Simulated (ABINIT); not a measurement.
SiO2: single point with PBE

The system is SiO2.

```
Si O
1.0
    -2.47729    2.47729    3.65567
     2.47729   -2.47729    3.65567
     2.47729    2.47729   -3.65567
Si O
2 4
Direct
  0.74618 0.24992 0.50364
  0.00524 0.99513 0.00944
  0.87470 0.03536 0.65694
  0.78566 0.13328 0.16771
  0.96721 0.61505 0.83692
  0.38207 0.22429 0.35237
```

The cell comes from a database or a generator and needn't be the stable form of this composition.

The cell isn't the ideal one: atoms moved at random, drawn with an rms of 0.05 Å.

* Program: ABINIT 10.8.3 (patched build)
* Task: single point
* Functional: PBE
* Potentials or basis: JTH PAW PBE v2.0
* Cutoff: 626 eV
* k mesh: 8 × 8 × 8
* Occupations: fermi-dirac, width 0.05 eV
* Spin: no spin polarisation
* Fine-grid cutoff: 1224.51 eV

The pressure is 4.7 GPa and the largest force is 2.677 eV/Å. The band gap on the k mesh is 5.84 eV, direct.

Forces in eV/Å, atoms in the order of the input:
```
Si  -1.187  0.618  0.553
Si   0.190 -1.445  0.766
O   -0.195  2.102 -1.646
O   -1.127 -0.131  0.469
O    1.968  0.578  1.280
O    0.351 -1.722 -1.422
```

Stress tensor (GPa, compression positive):
```
 4.79 -0.87  1.85
-0.87  4.68  2.96
 1.85  2.96  4.56
```

Levels at points of the mesh, in eV from the valence-band top:
| k point | band 13 | band 14 | band 15 | band 16 | band 17 | band 18 | band 19 | band 20 |
| --- | --- | --- | --- | --- | --- | --- | --- | --- |
| (0.00, 0.00, 0.00) | -1.62 | -0.68 | -0.04 | 0.00 | 5.84 | 8.80 | 10.41 | 10.56 |
| (0.50, 0.00, 0.00) | -1.72 | -0.77 | -0.39 | -0.11 | 8.18 | 8.79 | 9.81 | 10.27 |
| (0.00, 0.50, 0.00) | -1.72 | -0.82 | -0.44 | -0.11 | 8.15 | 8.91 | 9.58 | 10.33 |
| (0.50, 0.50, 0.00) | -1.21 | -0.92 | -0.55 | -0.22 | 8.94 | 9.13 | 10.11 | 10.32 |
| (0.00, 0.00, 0.50) | -1.16 | -0.92 | -0.43 | -0.31 | 8.90 | 9.08 | 10.01 | 10.28 |
| (0.50, 0.00, 0.50) | -1.45 | -0.92 | -0.61 | -0.17 | 8.13 | 8.82 | 9.68 | 10.19 |
| (0.00, 0.50, 0.50) | -1.37 | -0.94 | -0.66 | -0.22 | 8.05 | 8.96 | 9.51 | 10.22 |
| (0.50, 0.50, 0.50) | -1.56 | -1.38 | -0.38 | -0.35 | 8.73 | 8.90 | 10.27 | 10.34 |

Run time: 4.4 min on 4 MPI ranks on Arm Neoverse V1 (shared host), peak memory 0.88 GiB a rank.

Caveat: the atomic spheres overlap. A k mesh can miss the band edges.
